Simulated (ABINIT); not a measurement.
# Ag (Fm-3m) in ABINIT: further runs

One crystal, Ag, is run at these levels: r2SCAN; tasks: single point.

Everything below comes from runs of ABINIT 10.8.3 (patched build). Logs are shortened: lines on timing, memory, paths and dates and some standing lists are left out, and cuts for length are marked. The log counts tension as positive stress, the text compression.

### 1 The crystal as given

The structure is cubic, space group Fm-3m (No. 225). The conventional cell has a = 4.085 Å, b = 4.085 Å, c = 4.085 Å, α = 90.00°, β = 90.00°, γ = 90.00°. Around Ag (site symmetry m-3m) lie 12 Ag at 2.89 Å.

### 2 Single point, r2SCAN

Input file run.abi:

```
# Pseudopotentials
pp_dirpath "./"
pseudos "Ag.upf"

# Structure
acell 5.4592009917 5.4592009917 5.4592009917
rprim
     0.0000000000     0.7071067812     0.7071067812
     0.7071067812     0.0000000000     0.7071067812
     0.7071067812     0.7071067812     0.0000000000
ntypat 1
znucl 47
natom 1
typat 1
xcart
     0.0000000000     0.0000000000     0.0000000000

# Plane-wave basis
ecut 1469.414857 eV

# k points
kptopt 1
ngkpt 11 11 11
nshiftk 1
shiftk 0.0 0.0 0.0

# Exchange and correlation
ixc -497498
usekden 1
nc_xccc_gspace 1
boxcutmin 3.0

# Bands and occupations
nband 14
occopt 3
tsmear 0.00183747

# SCF cycle
nstep 100
tolvrs 1.0e-9

# Output
iomode 3
prtwf 0
prteig 0
prtebands 0
enunit 1
prtden 1
prtvha 1
prtvclmb 1
prtpot 1
```

Potentials or basis: Ansatz NC r2SCAN.

Command:

```console
$ mpirun --bind-to none -np 4 abinit run.abi > log 2>&1
```

run.abo:

```text
[... set-up lines left out ...]
 ETOT  1  -149.59397742250    -1.496E+02 2.467E-01 1.276E+03
 ETOT  2  -149.66269218540    -6.871E-02 7.105E-02 5.374E+02
 ETOT  3  -149.68068439433    -1.799E-02 6.772E-03 4.021E+01
 ETOT  4  -149.68224494154    -1.561E-03 3.880E-03 7.888E-01
 ETOT  5  -149.68227039162    -2.545E-05 4.749E-04 8.961E-02
 ETOT  6  -149.68227387688    -3.485E-06 1.076E-03 1.614E-03
 ETOT  7  -149.68227391501    -3.813E-08 1.125E-04 1.476E-05
 ETOT  8  -149.68227391505    -3.757E-11 2.351E-04 2.293E-06
 ETOT  9  -149.68227391508    -2.507E-11 2.417E-05 2.653E-08
 ETOT 10  -149.68227391508    -7.759E-12 4.827E-05 1.569E-09
 ETOT 11  -149.68227391510    -1.501E-11 5.025E-06 9.147E-12

 At SCF step   11       vres2   =  9.15E-12 < tolvrs=  1.00E-09 =>converged.

Result for kinetic energy density :

--------------------------------------------------------------------------------
 Total kinetic energy density [Ha/Bohr^3]
)     Maximum=    1.2410E+01  at reduced coord.    0.0500    0.9333    0.9833
)     Minimum=    5.1405E-03  at reduced coord.    0.5000    0.5000    0.5000
   Integrated=    5.3224E+01
--------------------------------------------------------------------------------

 Cartesian components of stress tensor (hartree/bohr^3)
  sigma(1 1)= -4.19356682E-05  sigma(3 2)=  0.00000000E+00
  sigma(2 2)= -4.19356682E-05  sigma(3 1)=  0.00000000E+00
  sigma(3 3)= -4.19356682E-05  sigma(2 1)=  0.00000000E+00

--- !ResultsGS
iteration_state: {dtset: 1, }
comment   : Summary of ground state results
lattice_vectors:
- [  0.0000000,   3.8602380,   3.8602380, ]
- [  3.8602380,   0.0000000,   3.8602380, ]
- [  3.8602380,   3.8602380,   0.0000000, ]
lattice_lengths: [   5.45920,    5.45920,    5.45920, ]
lattice_angles: [ 60.000,  60.000,  60.000, ] # degrees, (23, 13, 12)
lattice_volume:   1.1504619E+02
convergence: {deltae: -1.501E-11, res2:  9.147E-12, residm:  5.025E-06, diffor: null, }
etotal    :  -1.49682274E+02
entropy   :   0.00000000E+00
fermie    :   4.46220917E-01
cartesian_stress_tensor: # hartree/bohr^3
- [ -4.19356682E-05,   0.00000000E+00,   0.00000000E+00, ]
- [  0.00000000E+00,  -4.19356682E-05,   0.00000000E+00, ]
- [  0.00000000E+00,   0.00000000E+00,  -4.19356682E-05, ]
pressure_GPa:   1.2338E+00
xred      :
- [  0.0000E+00,   0.0000E+00,   0.0000E+00, Ag]
cartesian_forces: # hartree/bohr
- [ -0.00000000E+00,  -0.00000000E+00,  -0.00000000E+00, ]
force_length_stats: {min:   0.00000000E+00, max:   0.00000000E+00, mean:   0.00000000E+00, }
...

 Integrated electronic density in atomic spheres:
 ------------------------------------------------
 Atom  Sphere_radius  Integrated_density
    1        2.00000         16.37375153
================================================================================

 ----iterations are completed or convergence reached----

 Mean square residual over all n,k,spin=   10.111E-09; max=  50.251E-07
 reduced coordinates (array xred) for    1 atoms
       0.000000000000      0.000000000000      0.000000000000
 rms dE/dt=  0.0000E+00; max dE/dt=  0.0000E+00; dE/dt below (all hartree)
    1       0.000000000000      0.000000000000      0.000000000000

 cartesian coordinates (angstrom) at end:
    1      0.00000000000000     0.00000000000000     0.00000000000000

 cartesian forces (hartree/bohr) at end:
    1     -0.00000000000000    -0.00000000000000    -0.00000000000000
 frms,max,avg= 0.0000000E+00 0.0000000E+00   0.000E+00  0.000E+00  0.000E+00 h/b

 cartesian forces (eV/Angstrom) at end:
    1     -0.00000000000000    -0.00000000000000    -0.00000000000000
 frms,max,avg= 0.0000000E+00 0.0000000E+00   0.000E+00  0.000E+00  0.000E+00 e/A
 length scales=  5.459200991700  5.459200991700  5.459200991700 bohr
              =  2.888884752587  2.888884752587  2.888884752587 angstroms
 Fermi (or HOMO) energy (eV) =  12.14229   Average Vxc (eV)= -13.42523
 Eigenvalues (   eV  ) for nkpt=  56  k points:
 kpt#   1, nband= 14, wtk=  0.00075, kpt=  0.0000  0.0000  0.0000 (reduced coord)
 -82.85136  -45.38161  -45.38161  -45.38161    3.90551    6.69314    6.69314    6.69314
   7.73452    7.73452   28.23663   32.00609   32.00609   32.00609
 prteigrs : prtvol=0 or 1, do not print more k-points.

--- !EnergyTerms
iteration_state     : {dtset: 1, }
comment             : Components of total free energy in Hartree
kinetic             :  5.32236573410800E+01
hartree             :  3.55410781314540E+01
xc                  : -1.76935714534632E+01
Ewald energy        : -1.07191265869167E+02
psp_core            :  3.90298228643028E+00
local_psp           : -1.21452679248642E+02
non_local_psp       :  3.98764461909741E+00
internal            : -1.49682154193211E+02
'-kT*entropy'       : -1.19721887798529E-04
total_energy        : -1.49682273915098E+02
total_energy_eV     : -4.07306216968047E+03
band_energy         : -1.31997513216828E+01
...

 Cartesian components of stress tensor (hartree/bohr^3)
  sigma(1 1)= -4.19356682E-05  sigma(3 2)=  0.00000000E+00
  sigma(2 2)= -4.19356682E-05  sigma(3 1)=  0.00000000E+00
  sigma(3 3)= -4.19356682E-05  sigma(2 1)=  0.00000000E+00

-Cartesian components of stress tensor (GPa)         [Pressure=  1.2338E+00 GPa]
- sigma(1 1)= -1.23378995E+00  sigma(3 2)=  0.00000000E+00
- sigma(2 2)= -1.23378995E+00  sigma(3 1)=  0.00000000E+00
- sigma(3 3)= -1.23378995E+00  sigma(2 1)=  0.00000000E+00

== END DATASET(S) ==============================================================
================================================================================

 -outvars: echo values of variables after computation  --------
            acell      5.4592009917E+00  5.4592009917E+00  5.4592009917E+00 Bohr
           etotal     -1.4968227392E+02
            fcart     -0.0000000000E+00 -0.0000000000E+00 -0.0000000000E+00
            rprim      0.0000000000E+00  7.0710678120E-01  7.0710678120E-01
                       7.0710678120E-01  0.0000000000E+00  7.0710678120E-01
                       7.0710678120E-01  7.0710678120E-01  0.0000000000E+00
           strten     -4.1935668204E-05 -4.1935668204E-05 -4.1935668204E-05
                       0.0000000000E+00  0.0000000000E+00  0.0000000000E+00
 Calculation completed.
```

Run time: 79 s. Hardware: 4 MPI ranks of AMD EPYC 9R45 (Zen 5), shared host; peak memory 0.6 GiB.

What came out:

| Quantity | Value |
| --- | --- |
| Free energy | -4073.0622 eV |
| Pressure | 1.2 GPa |
| Band gap on the k mesh | none (metal or under the smearing width) |
| Valence electrons inside the program's atomic spheres | Ag 16.37 (radii [1.0584] Å) |

Levels at points of the mesh, in eV from the Fermi level:
```csv
k point,band 6,band 7,band 8,band 9,band 10,band 11,band 12,band 13,band 14
"(0.00, 0.00, 0.00)",-5.45,-5.45,-5.45,-4.41,-4.41,16.09,19.86,19.86,19.86
```

### 3 Single point, r2SCAN

Edit run.abi of step 2 so:

```diff
@@ -2,3 +2,3 @@
 pp_dirpath "./"
-pseudos "Ag.upf"
+pseudos "Ag_ONCV_PBE-1.2.upf"
 
@@ -18,3 +18,3 @@
 # Plane-wave basis
-ecut 1469.414857 eV
+ecut 843.552974 eV
 
@@ -29,4 +29,2 @@
 usekden 1
-nc_xccc_gspace 1
-boxcutmin 3.0
 
@@ -51 +49,2 @@
 prtpot 1
+prtelf 1
```

Potentials or basis: SG15 NC PBE v1.2.

Command:

```console
$ mpirun --bind-to none -np 4 abinit run.abi > log 2>&1
```

It took 10 s on 4 MPI ranks of AMD EPYC 9R45 (Zen 5), shared host; peak memory 0.32 GiB.

The run converged. Its results:

* Free energy: -3913.9335 eV
* Pressure: 0.6 GPa
* Band gap on the k mesh: none (metal or under the smearing width)
* Valence electrons inside the program's atomic spheres: Ag 16.36 (radii [1.0584] Å)

Levels at points of the mesh, in eV from the Fermi level:
| k point | band 6 | band 7 | band 8 | band 9 | band 10 | band 11 | band 12 | band 13 | band 14 |
| --- | --- | --- | --- | --- | --- | --- | --- | --- | --- |
| (0.00, 0.00, 0.00) | -5.47 | -5.47 | -5.47 | -4.43 | -4.43 | 16.53 | 20.20 | 20.20 | 20.20 |

Caveat: the potentials were made for another functional, which shifts forces and pressure.

### 4 Single point, r2SCAN

Edit run.abi of step 3 so:

```diff
@@ -2,3 +2,3 @@
 pp_dirpath "./"
-pseudos "Ag_ONCV_PBE-1.2.upf"
+pseudos "Ag.upf"
 
@@ -18,3 +18,3 @@
 # Plane-wave basis
-ecut 843.552974 eV
+ecut 1333.357926 eV
 
@@ -29,2 +29,4 @@
 usekden 1
+nc_xccc_gspace 1
+boxcutmin 3.0
 
@@ -49,2 +51 @@
 prtpot 1
-prtelf 1
```

Potentials or basis: PseudoDojo NC SR PBE v0.4.1 standard.

Command:

```console
$ mpirun --bind-to none -np 4 abinit run.abi > log 2>&1
```

Wall time 53 s (4 MPI ranks of AMD EPYC 9R45 (Zen 5), shared host); peak memory 0.52 GiB.

The run converged. Its results:

- Free energy: -4256.5093 eV
- Pressure: -0.2 GPa
- Band gap on the k mesh: none (metal or under the smearing width)
- Valence electrons inside the program's atomic spheres: Ag 16.38 (radii [1.0584] Å)

Levels at points of the mesh, in eV from the Fermi level:
```
           k point  band 8  band 9  band 10  band 11  band 12  band 13
(0.00, 0.00, 0.00)   -5.34   -4.29    -4.29    16.49    20.16    20.16
```

Caveat: a meta-GGA on potentials with a model core is unreliable; the potentials were made for another functional, which shifts forces and pressure.

### 5 The runs side by side

| potentials or basis | cutoff (eV) | gap on the mesh (eV) | pressure (GPa) |
| --- | --- | --- | --- |
| Ansatz NC r2SCAN | 1469 | none | 1.2 |
| SG15 NC PBE v1.2 | 844 | none | 0.6 |
| PseudoDojo NC SR PBE v0.4.1 standard | 1333 | none | -0.2 |

Alike in all rows: task single point; level r2SCAN; no spin polarisation; cell as given; k mesh 11 × 11 × 11; smearing fermi-dirac 0.05 eV.

Caveats: the potentials were made for another functional, which shifts forces and pressure (some runs); a meta-GGA on potentials with a model core is unreliable (some runs).

Total energies depend on the potentials used, so only differences within one code and one set of settings carry meaning.
